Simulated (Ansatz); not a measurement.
Gd:

```
CELL_PARAMETERS angstrom
3.63600 0.00000 0.00000
-1.81800 3.14887 0.00000
0.00000 0.00000 5.78260
ATOMIC_POSITIONS crystal
Gd 0.66667 0.33333 0.75000
Gd 0.33333 0.66667 0.25000
```

Alike in all runs: program Ansatz 0.2.0; functional PBE; potentials or basis Ansatz PAW; cutoff 420 eV (not typed: the program's choice for these potentials); k mesh 7 × 7 × 4; occupations fermi-dirac, width 0.05 eV.

**Question.** Only the start or the spin constraint differs. Which run ends lowest in energy?
A. collinear spin, ferromagnetic start of up to 10.5 μB; fixed moment 21
B. collinear spin, ferromagnetic start of up to 8.75 μB; fixed moment 17.5
C. collinear spin, ferromagnetic start of up to 5.25 μB; fixed moment 10.5
D. collinear spin, ferromagnetic start of up to 7 μB; fixed moment 14
E. collinear spin, ferromagnetic start of up to 1.75 μB; fixed moment 3.5
F. collinear spin, ferromagnetic start of up to 3.5 μB; fixed moment 7

**Answer.** D.

```tsv
start	free energy over the lowest (meV/atom)	net moment (μB)	site or absolute moments (μB)	gap
collinear spin, ferromagnetic start of up to 1.75 μB; fixed moment 3.5	4778.3	3.50	Gd +2.34	-
collinear spin, ferromagnetic start of up to 14 μB; fixed moment 28	44796.0	28.00	Gd +12.60	-
collinear spin, ferromagnetic start of up to 3.5 μB; fixed moment 7	3010.8	7.00	Gd +4.60	-
collinear spin, ferromagnetic start of up to 7 μB; fixed moment 14	0.0	14.00	Gd +6.96	-
collinear spin, ferromagnetic start of up to 8.75 μB; fixed moment 17.5	265.7	17.50	Gd +8.02	-
collinear spin, ferromagnetic start of up to 10.5 μB; fixed moment 21	6411.9	21.00	Gd +9.20	-
collinear spin, ferromagnetic start of up to 5.25 μB; fixed moment 10.5	678.1	10.50	Gd +5.92	-
```

All polarised runs hold their moment fixed, so the table maps the energy against it. A still lower state may exist.

Caveats: spin-orbit coupling is left out, which moves the levels of the heavy elements; the total moment is fixed, so each spin has its own Fermi level.
